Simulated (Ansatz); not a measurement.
**Exchange couplings of Gd (Fm-3m)**

Geometry: a structure from the Materials Project, repeated to hold the magnetic orders; nothing is relaxed.

Functional, mesh and filling: PBE, 9×9×9 k mesh, Fermi–Dirac smearing of 0.025 eV. PAW means Ansatz 0.2.0 on its default frozen-core files. Site moments are integrated in spheres about the atoms.

The run was typed so:

```yaml
crystal:
  lattice:
    - [0.0, 2.5858190855, 2.5858190855]
    - [-2.5858190855, 2.5858190855, 0.0]
    - [-2.5858190855, -2.5858190855, 5.171638171]
  atoms:
    - { symbol: Gd, position: [0.0, 0.0, 0.0], spin: 7.2 }
    - { symbol: Gd, position: [0.0, 0.5, 0.5], spin: -7.2 }
magnetization:
  spin_polarized: true
kpoints:
  mp_grid: { grid: [9, 9, 9] }
scf:
  occupations: { method: fermi_dirac, width: 0.025 }
  lower_state_search: "off"
hamiltonian:
  xc: pbe
  pseudopotentials: { kind: paw }
output:
  eigenvalues: false
  eigenstates:
    nscf_kmesh: { grid: [9, 9, 9] }
    top_band: c44
    exchange_couplings: { magnetic: [{ species: Gd }] }
```

Command: `ansatz run input.yaml --threads 2 --pin off --max-ram 6144MiB --backend cpu --events-out ev --progress --plain --runs-dir out`

Site moments (μB): Gd1 7.23, Gd2 -7.23. Cell moment 0.00 μB.

Couplings come from the force theorem (directions of the magnetic atoms constrained, all else relaxed) on a 9×9×9 mesh, with E = −Σ J e_i·e_j over ordered pairs of unit vectors, so positive J favours parallel moments.

| pair | count | J PAW (meV) |
| --- | --- | --- |
| Gd1–Gd at 3.66 Å, set 1 | 6 | -1.40 |
| Gd1–Gd at 3.66 Å, set 2 | 6 | -2.73 |
| Gd1–Gd at 5.17 Å | 6 | -0.24 |
| Gd1–Gd at 6.33 Å, set 1 | 6 | -0.39 |
| Gd1–Gd at 6.33 Å, set 2 | 6 | -0.66 |
| Gd1–Gd at 6.33 Å, set 3 | 12 | -0.44 |
| Gd1–Gd at 7.31 Å, set 1 | 6 | -0.37 |
| Gd1–Gd at 7.31 Å, set 2 | 6 | -0.06 |

Pairs at one distance with different couplings are listed as sets.

The program reports that this state isn't the lowest of its own couplings. The gain of the softest rotation is smaller than what its band sum leaves out of a whole turn, though, so more bands could change its sign.

The couplings come from one mesh, and their convergence in k wasn't tested.

Without U a semilocal functional puts the f levels too near the Fermi level, which can change moments and the order of magnetic states; site and cell moments are spin moments. The Ansatz runs typed with the search for lower states off end where their start leads. Spin–orbit coupling is left out although heavy atoms are present. With open f shells a run can end in a state that isn't the lowest. None of this fixes the real material's magnetic order: only patterns that fit the cell were computed, without spin fluctuations and on one mesh and smearing, with a functional that can overstate moments.
